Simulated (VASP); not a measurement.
**Moving the dispersion correction in CsPbBr3**

The cell as given:

```
Pb Cs Br
1.0
     5.87000    0.00000    0.00000
     0.00000    5.87000    0.00000
     0.00000    0.00000    5.87000
Pb Cs Br
1 1 3
Direct
  0.50000 0.50000 0.50000
  0.00000 0.00000 0.00000
  0.50000 0.50000 0.00000
  0.50000 0.00000 0.50000
  0.00000 0.50000 0.50000
```

Measurements of this composition are mostly on another form, of space group No. 62.

Kept alike: task relaxation of cell and atoms; functional PBEsol; k mesh 4 × 4 × 4; occupations fermi-dirac, width 0.05 eV; no spin polarisation. Program: VASP, PBE PAW files Br, Cs_sv, Pb_d, 600 eV. The mesh is that of the run's cell of 5 atoms. No spin-orbit coupling.

| dispersion correction | band gap (eV) | volume (Å³/atom) |
| --- | --- | --- |
| D3(zero) | 1.322 | 39.541 |
| D3(BJ) | 1.283 | 39.205 |
| D4 | 1.359 | 39.871 |
| none | 1.448 | 40.720 |
| rVV10 (b = 20) | 1.382 | 40.198 |

Spin-orbit coupling, left out here, moves the band edges of heavy atoms and can close or invert small gaps. Gaps hold for each row's own relaxed cell. The relaxations keep at least the cell's symmetry (Pm-3m). Relaxations stop with a little pressure left, so the last digits of a volume or edge aren't settled. A gap read on the mesh alone can miss an edge between its points. All rows use potentials made for PBE.

The band gap runs from 1.283 (D3(BJ)) to 1.448 eV (none). The volume runs from 39.205 (D3(BJ)) to 40.720 Å³/atom (none). Against no correction: D3(zero) -2.9 %; D3(BJ) -3.7 %; D4 -2.1 %; rVV10 (b = 20) -1.3 %. Dispersion terms mostly attract and so lower the volume; the schemes' coefficients and damping set how far.
